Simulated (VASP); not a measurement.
# Te2Mo (Pmn2_1) in VASP: further runs, part 2 of 2

VASP 6.6.1. The steps go on from the part before.

### 3 Relaxation of cell and atoms, PBEsol

This run uses another cell than the first one, of 24.64 Å³/atom, 0.978 times its volume.

INCAR

```
PREC = Accurate ; ENCUT = 600
EDIFF = 1E-7 ; ISMEAR = 0
SIGMA = 0.03 ; LREAL = F
LASPH = T ; NELM = 80
ALGO = Normal ; ISIF = 3
LWAVE = F ; LCHARG = F
GGA = PS ; IBRION = 2
NSW = 90 ; EDIFFG = -0.005
KPAR = 4
```

KPOINTS

```
regular mesh
0
Gamma
  8 4 2
```

POSCAR

```
Te2Mo                                   
1.0
    3.4568435950      0.0000000000      0.0000000000
    0.0000000000      6.3385802096      0.0000000000
    0.0000000000      0.0000000000     13.4954098890
  Mo              Te            
     4     8
Direct
     0.0000000000000000    0.6057185492502833    0.4991604597002613
     0.5000000000000000    0.3942814507497169    0.9991604597002608
     0.0000000000000000    0.0315738001950346    0.0129327343407756
     0.5000000000000000    0.9684261998049650    0.5129327343407756
     0.0000000000000000    0.8616713043853018    0.6577356674140726
     0.5000000000000000    0.1383286956146981    0.1577356674140723
     0.0000000000000000    0.6416635127817472    0.1101921998497570
     0.5000000000000000    0.3583364872182526    0.6101921998497569
     0.0000000000000000    0.2907583274381446    0.8544549492218417
     0.5000000000000000    0.7092416725618556    0.3544549492218416
     0.0000000000000000    0.2158139286848164    0.4013449894732976
     0.5000000000000000    0.7841860713151839    0.9013449894732979
```

Potentials or basis: VASP PAW PBE potentials, release 64 (Mo_sv, Te).

On the command line:

```console
$ cat potpaw_PBE.64/Mo_sv/POTCAR potpaw_PBE.64/Te/POTCAR > POTCAR
$ mpirun -np 4 vasp_std > vasp.out
```

OUTCAR:

```text
PREC = Accurate
   ENCUT = 600
   EDIFF = 1E-7
   ISMEAR = 0
   LREAL = F
   LASPH = T
   NELM = 80
   ISIF = 3
   GGA = PS
   IBRION = 2
   NSW = 90
   EDIFFG = -0.005

 ion  position               nearest neighbor table
   1  0.000  0.606  0.499-   5 2.69  10 2.69  10 2.69   8 2.77   8 2.77  11 2.80   4 2.88   4 2.88

   2  0.500  0.394  0.999-   6 2.69   9 2.69   9 2.69   7 2.77   7 2.77  12 2.80   3 2.88   3 2.88

   3  0.000  0.032  0.013-   6 2.70   6 2.70   9 2.70  12 2.78  12 2.78   7 2.80   2 2.88   2 2.88

   4  0.500  0.968  0.513-   5 2.70   5 2.70  10 2.70  11 2.78  11 2.78   8 2.80   1 2.88   1 2.88

   5  0.000  0.862  0.658-   1 2.69   4 2.70   4 2.70   8 3.65   8 3.65
   6  0.500  0.138  0.158-   2 2.69   3 2.70   3 2.70   7 3.65   7 3.65
   7  0.000  0.642  0.110-   2 2.77   2 2.77   3 2.80  12 3.43  12 3.43   6 3.65   6 3.65
   8  0.500  0.358  0.610-   1 2.77   1 2.77   4 2.80  11 3.43  11 3.43   5 3.65   5 3.65
   9  0.000  0.291  0.854-   2 2.69   2 2.69   3 2.70  12 3.63  12 3.63
[... 456 lines left out ...]

 E-fermi :   8.5037     XC(G=0): -10.6422

 val. band max:        8.4858311661   @ k =   0.1250   0.0000   0.0000
 cond. band min:       8.5300453969   @ k =   0.1250   0.2500   0.0000
 fundamental gap:      0.0442142308
 Fermi energy:         8.5036811617

 k-point     1 :       0.0000    0.0000    0.0000
  band No.  band energies     occupation
      1     -52.5079      2.00000
      2     -52.5079      2.00000
      3     -52.4459      2.00000
      4     -52.4459      2.00000
      5     -26.8093      2.00000
      6     -26.8093      2.00000
[... 1549 lines left out ...]
     61      10.6717      0.00000
     62      10.6717      0.00000

 [... further k-points ...]

------------------------ aborting loop because EDIFF is reached ----------------------------------------

  FORCE on cell =-STRESS in cart. coord.  units (eV):
  Direction    XX          YY          ZZ          XY          YZ          ZX
  --------------------------------------------------------------------------------------
  -------------------------------------------------------------------------------------
  Total       -0.0105755     -0.0212099     -0.0056648      0.0000000      0.0000000      0.0000000
  in kB       -0.0572392     -0.1147970     -0.0306604      0.0000000      0.0000000      0.0000000
  external PRESSURE =      -0.0675655 kB  Pullay stress =       0.0000000 kB
[... 27 lines left out ...]
  FREE ENERGIE OF THE ION-ELECTRON SYSTEM (eV)
  ---------------------------------------------------
  free  energy   TOTEN  =       -78.5738997379 eV

  energy  without entropy=      -78.5729440654  energy(sigma->0) =      -78.57342190

 reached required accuracy - stopping structural energy minimisation
```

OSZICAR:

```text
N       E                     dE             d eps       ncg     rms          rms(c)
DAV:   1     0.944279404152E+03    0.94428E+03   -0.55733E+04  4104   0.169E+03
DAV:   2    -0.173146074428E+02   -0.96159E+03   -0.94166E+03  4492   0.385E+02
DAV:   3    -0.788665803550E+02   -0.61552E+02   -0.59878E+02  4528   0.829E+01
[... 395 lines left out ...]
DAV:   4    -0.785739009345E+02    0.13567E-05   -0.77613E-06  4730   0.103E-02    0.874E-03
DAV:   5    -0.785739003256E+02    0.60891E-06   -0.40405E-06  4614   0.912E-03    0.852E-03
DAV:   6    -0.785739000807E+02    0.24489E-06   -0.25482E-06  4748   0.923E-03    0.449E-03
DAV:   7    -0.785738997832E+02    0.29750E-06   -0.13459E-06  4028   0.686E-03    0.243E-03
DAV:   8    -0.785738997379E+02    0.45373E-07   -0.88961E-08  2204   0.138E-03
  41 F= -.78573900E+02 E0= -.78573422E+02  d E =-.484191E-04
```

CONTCAR:

```text
Te2Mo
   1.00000000000000
     3.4570445312105793    0.0000000000000000    0.0000000000000000
     0.0000000000000000    6.3381570729080821    0.0000000000000000
     0.0000000000000000    0.0000000000000000   13.5098350226485380
  Mo              Te
     4     8
Direct
     0.0000000000000000    0.5988782401615811    0.4991375454050230
     0.5000000000000000    0.4011217598384188    0.9991375454050234
     0.0000000000000000    0.0386542332538087    0.0129301562142540
     0.5000000000000000    0.9613457667461911    0.5129301562142542
     0.0000000000000000    0.8550894670806556    0.6576161942778573
     0.5000000000000000    0.1449105329193446    0.1576161942778577
     0.0000000000000000    0.6487481596338338    0.1100151560295516
     0.5000000000000000    0.3512518403661661    0.6100151560295514
     0.0000000000000000    0.2973609857599199    0.8545518304546210
     0.5000000000000000    0.7026390142400872    0.3545518304546206
     0.0000000000000000    0.2088471856880736    0.4015701176186915
     0.5000000000000000    0.7911528143119263    0.9015701176186984

  0.00000000E+00  0.00000000E+00  0.00000000E+00
  0.00000000E+00  0.00000000E+00  0.00000000E+00
  0.00000000E+00  0.00000000E+00  0.00000000E+00
  0.00000000E+00  0.00000000E+00  0.00000000E+00
  0.00000000E+00  0.00000000E+00  0.00000000E+00
  0.00000000E+00  0.00000000E+00  0.00000000E+00
  0.00000000E+00  0.00000000E+00  0.00000000E+00
  0.00000000E+00  0.00000000E+00  0.00000000E+00
  0.00000000E+00  0.00000000E+00  0.00000000E+00
  0.00000000E+00  0.00000000E+00  0.00000000E+00
  0.00000000E+00  0.00000000E+00  0.00000000E+00
  0.00000000E+00  0.00000000E+00  0.00000000E+00
```

Run time: 66 min. Hardware: 4 MPI ranks of Intel Xeon Platinum 8488C (Sapphire Rapids), shared host; peak memory 0.78 GiB.

What came out:

| Item | Value |
| --- | --- |
| Free energy | -78.5739 eV |
| Relaxed volume | 24.67 Å³/atom |
| Relaxed cell | a = 3.457 Å, b = 6.338 Å, c = 13.510 Å, α = 90.00°, β = 90.00°, γ = 90.00° |
| Space group after relaxing (to 0.05 Å) | Pmn2_1 (No. 31) |
| Energy gained by relaxing | 0.1 meV/atom |
| Ionic steps | 41 |
| Pressure after relaxing | 0.0 GPa |
| Largest force after relaxing | 0.004 eV/Å |
| Band gap on the k mesh | none (metal or under the smearing width) |

Forces in eV/Å, atoms in the order of the input:
```
Mo   0.000 -0.004  0.001
Mo   0.000  0.004  0.001
Mo   0.000  0.001  0.003
Mo   0.000 -0.001  0.003
Te   0.000  0.001 -0.002
Te   0.000 -0.001 -0.002
Te   0.000 -0.001  0.000
Te   0.000  0.001  0.000
Te   0.000  0.000 -0.001
Te   0.000  0.000 -0.001
Te   0.000  0.002 -0.001
Te   0.000 -0.002 -0.001
```

Step by step:
| step | energy change (eV) | largest force (eV/Å) | pressure (GPa) | volume (Å³) |
| --- | --- | --- | --- | --- |
| 1 | 0.0000 | 0.0095 | 0.00 | 295.70 |
| 3 | 0.0000 | 0.0079 | 0.01 | 295.69 |
| 5 | 0.0000 | 0.0101 | -0.03 | 295.81 |
| 7 | -0.0001 | 0.0089 | -0.02 | 295.80 |
| 9 | -0.0001 | 0.0136 | 0.02 | 295.79 |
| 11 | -0.0001 | 0.0101 | 0.00 | 295.82 |
| 13 | -0.0002 | 0.0192 | -0.03 | 296.02 |
| 15 | -0.0003 | 0.0182 | -0.01 | 296.00 |
| 17 | -0.0004 | 0.0253 | 0.10 | 295.91 |
| 19 | -0.0004 | 0.0167 | 0.05 | 295.97 |
| 21 | -0.0006 | 0.0203 | 0.00 | 296.27 |
| 23 | -0.0007 | 0.0177 | -0.02 | 296.37 |
| 25 | -0.0007 | 0.0143 | 0.00 | 296.44 |
| 27 | -0.0009 | 0.0097 | -0.03 | 296.46 |
| 29 | -0.0009 | 0.0156 | -0.05 | 296.48 |
| 31 | -0.0010 | 0.0144 | 0.00 | 296.26 |
| 33 | -0.0010 | 0.0142 | 0.03 | 296.15 |
| 35 | -0.0010 | 0.0108 | 0.00 | 296.13 |
| 37 | -0.0010 | 0.0106 | 0.00 | 296.13 |
| 39 | -0.0011 | 0.0052 | -0.01 | 296.07 |
| 41 | -0.0011 | 0.0044 | -0.01 | 296.02 |

Final structure:
```xyz
12
Lattice="3.4570 0.0000 0.0000 0.0000 6.3382 0.0000 0.0000 0.0000 13.5098" Properties=species:S:1:pos:R:3 pbc="T T T"
Mo    0.0000    3.7958    6.7433
Mo    1.7285    2.5424   13.4982
Mo    0.0000    0.2450    0.1747
Mo    1.7285    6.0932    6.9296
Te    0.0000    5.4197    8.8843
Te    1.7285    0.9185    2.1294
Te    0.0000    4.1119    1.4863
Te    1.7285    2.2263    8.2412
Te    0.0000    1.8847   11.5449
Te    1.7285    4.4534    4.7899
Te    0.0000    1.3237    5.4251
Te    1.7285    5.0145   12.1801
```

Caveat: the PAW data sets were made with another functional, which shifts forces and pressure a little. The run has no spin-orbit coupling, so splittings on Te are missing.
